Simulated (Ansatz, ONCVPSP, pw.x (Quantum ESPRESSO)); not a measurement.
**From atom to crystal: ONCV potential for molybdenum (Mo)**

Mo (Z = 42), optimised norm-conserving Vanderbilt (ONCV), made with ONCVPSP 4.0.1.1 (patched build) (LDA (Perdew-Wang 92), scalar-relativistic). Core [Ar] 3d10, reference 4s2 4p6 4d5 5s0.5 (charge +0.5). Waves: 4s+5s: rc 2.15 bohr, ncon 3, nbas 6, qcut 7.3 1/bohr, 2 projectors; 4p: rc 1.45 bohr, ncon 4, nbas 8, qcut 9.3 1/bohr, 2 projectors, debl 1.8 Ha; 4d: rc 2.55 bohr, ncon 4, nbas 9, qcut 6.1 1/bohr, 2 projectors, debl 1.7 Ha. Local part: polynomial inside 1.40 bohr (lpopt 4, dvloc0 0 Ha). Core correction: Teter function fitted to the true core (icmod 2), fcfact 0.75.

Crystal test: fcc Mo in pw.x 7.5, no spin, 14³ k-points, Fermi–Dirac smearing 0.01 Ry, cutoffs 85/340 Ry. The reference is all-electron LAPW (Ansatz 0.2.0) with the same functional, mesh and smearing; V0 and B0 come from Birch–Murnaghan fits to the pressures at five volumes. Errors are pseudo minus all-electron; Δ is the rms difference of the E(V) curves that follow from these fits, minima aligned, over ±6 % about the mean V0. Mesh and smearing are coarse, so the numbers serve the comparison and aren't converged zero-temperature values; the lattice is a test structure that the element need not adopt.

All-electron: a0 = 3.938 Å (V0 = 15.27 Å³/atom), B0 = 265.2 GPa.

Question: How far does the potential miss the all-electron equation of state?

Answer: mean pressure error (GPa): +0.90; a0 (Å): 3.943; a0 error (%): +0.11; B0 error (%): -0.6; Δ (meV/atom): 3.0.

```json
{"V (Å³/atom)": "14.493", "P all-electron (GPa)": "15.36", "P pseudo (GPa)": "16.36"}
{"V (Å³/atom)": "14.875", "P all-electron (GPa)": "7.32", "P pseudo (GPa)": "8.27"}
{"V (Å³/atom)": "15.256", "P all-electron (GPa)": "0.23", "P pseudo (GPa)": "1.13"}
{"V (Å³/atom)": "15.637", "P all-electron (GPa)": "-6.02", "P pseudo (GPa)": "-5.18"}
{"V (Å³/atom)": "16.019", "P all-electron (GPa)": "-11.54", "P pseudo (GPa)": "-10.75"}
```

Question: At the middle volume, how do free energy and pressure move when the wave cutoff is lowered (ecutrho kept at four times it)?

Answer:

```csv
cutoff (Ry),shift of F (meV/atom),shift of P (GPa)
38,+2109.9,-50.33
51,+481.3,-23.54
68,+26.3,-2.63
```

The run at the middle volume (104 k-points, 8 iterations) took about 16 s on one core of a shared host (Neoverse-V2, 48 threads, 185 GiB, load 39).
